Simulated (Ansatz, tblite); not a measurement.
## A script for CdI2 (GFN1-xTB)

These are simulated results from tblite 0.8.0, not measurements. The cell began as a measured structure and was relaxed with r2SCAN+rVV10 in plane waves (Ansatz 0.2.0). All runs are without spin polarisation.

It is trigonal, P-3m1 (No. 164); conventional cell a = 4.248 Å, c = 6.884 Å, 35.87 Å³ an atom. Cd is surrounded by 6 I at 2.99 Å; I is surrounded by 3 Cd at 2.99 Å.

tblite solves periodic systems at the zone centre alone, so the script builds a cluster of 3×3×2 conventional cells (54 atoms), which folds in a coarse mesh of k points.

run.py reads:

```python
import json
from ase import Atoms
from ase.build import make_supercell
from ase.units import Bohr, GPa, Hartree
from tblite.interface import Calculator

atoms = Atoms(['Cd', 'I', 'I'],
              cell=[[4.24835691, 0.0, 0.0], [-2.12417846, 3.67918501, 0.0], [0.0, 0.0, 6.88441511]],
              scaled_positions=[[0.0, 0.0, 0.0], [0.333333333, 0.666666667, 0.249559232], [0.666666667, 0.333333333, 0.750440768]],
              pbc=True)
cluster = make_supercell(atoms, [[3, 0, 0], [0, 3, 0], [0, 0, 2]])
calc = Calculator('GFN1-xTB', cluster.numbers, cluster.positions / Bohr, lattice=cluster.cell[:] / Bohr, periodic=cluster.pbc)
calc.set('temperature', 0.02 / Hartree)
calc.set('max-iter', 150)
res = calc.singlepoint()
levels = res.get('orbital-energies') * Hartree
nv = round(res.get('orbital-occupations').sum() / 2)
cells = len(cluster) // len(atoms)
out = {'energy_per_cell': res.get('energy') * Hartree / cells, 'homo': levels[nv - 1], 'lumo': levels[nv],
       'stress': (-res.get('virial') * Hartree / cluster.get_volume() / GPa).tolist(), 'charges': res.get('charges')[:len(atoms)].tolist(), 'electrons': 2 * nv / cells}
json.dump(out, open('results.json', 'w'))
for key, value in out.items():
    print(key, value)
```

Command: `python run.py`. It took 1.9 s on 1 thread of Intel(R) Xeon(R) 6975P-C (Granite Rapids), on a shared host, peak memory 0.11 GiB.

What it printed:

```
------------------------------------------------------------
  cycle        total energy    energy error   density error
------------------------------------------------------------
      1     -158.8985205157  -1.5856382E+02   4.2795893E-01
      2     -158.9827762792  -8.4255764E-02   2.7042300E-01
      3     -159.1218963142  -1.3912003E-01   2.0566980E-01
      4     -159.8987549407  -7.7685863E-01   3.1419184E-03
      5     -159.8987765089  -2.1568223E-05   6.2734197E-04
      6     -159.8987785772  -2.0683541E-06   1.5268426E-04
      7     -159.8987794725  -8.9531432E-07   5.6015495E-05
      8     -159.8987795808  -1.0821404E-07   1.6267397E-06
------------------------------------------------------------

 total:                                   1.465 sec
energy_per_cell -241.72596755539794
homo -10.425001627884704
lumo -7.183669993888975
stress [[3.4976163416548127, 3.4840686678910026e-06, 2.6694708460235033e-07], [3.4840686678804067e-06, 3.497620318402793, 2.9587302938161306e-07], [2.669470846649533e-07, 2.9587302937466347e-07, -0.4331934846732761]]
charges [0.16456403927661267, -0.08228282133784282, -0.08228801320557556]
electrons 16.0
```

The cycle table is in hartree for the whole cluster, and the lines after it are in eV (the energy for one cell). The printed stress is in GPa and positive in compression, and the pressure is its mean diagonal.

GFN1-xTB gives a gap of 3.24 eV. On the same cell, plane-wave PBE (Ansatz, 12×12×4 k points and the special points) gives a gap of 2.33 eV and r2SCAN a gap of 2.78 eV; on shared hosts these took about 6.3 and 14 core-seconds on the 3-atom cell, against 1.9 for the script. Spin-orbit coupling, left out in all these runs, can cut or reorder the gap by tenths of an eV, up to about 1 eV with Pb or Bi. xTB was fitted to molecules, so gaps, charges and pressures of solids can be far off, and the gap also depends on the size of the cluster.

The same script was run on cells scaled at fixed shape and fractional coordinates:

| volume (Å³/atom) | energy (meV/atom) | pressure (GPa, positive in compression) | gap (eV) |
| --- | --- | --- | --- |
| 31.56 | 143.5 | 9.30 | 3.46 |
| 33.72 | 48.2 | 5.14 | 3.38 |
| 35.87 | 0.0 | 2.19 | 3.24 |
| 38.02 | -14.3 | 0.06 | 3.08 |
| 40.17 | -4.0 | -1.51 | 2.91 |

A Birch-Murnaghan fit puts the minimum at 38.08 Å³/atom, 6.2 % above the given cell, with a bulk modulus of 31.8 GPa at fixed shape.

xTB was fitted mostly to molecules, and a small cluster samples few k points, so gaps, pressures and kinks along a curve can be far from a solid's.

No spin-orbit coupling is included; it can move band edges with weight on the heavy atoms by tenths of an eV.
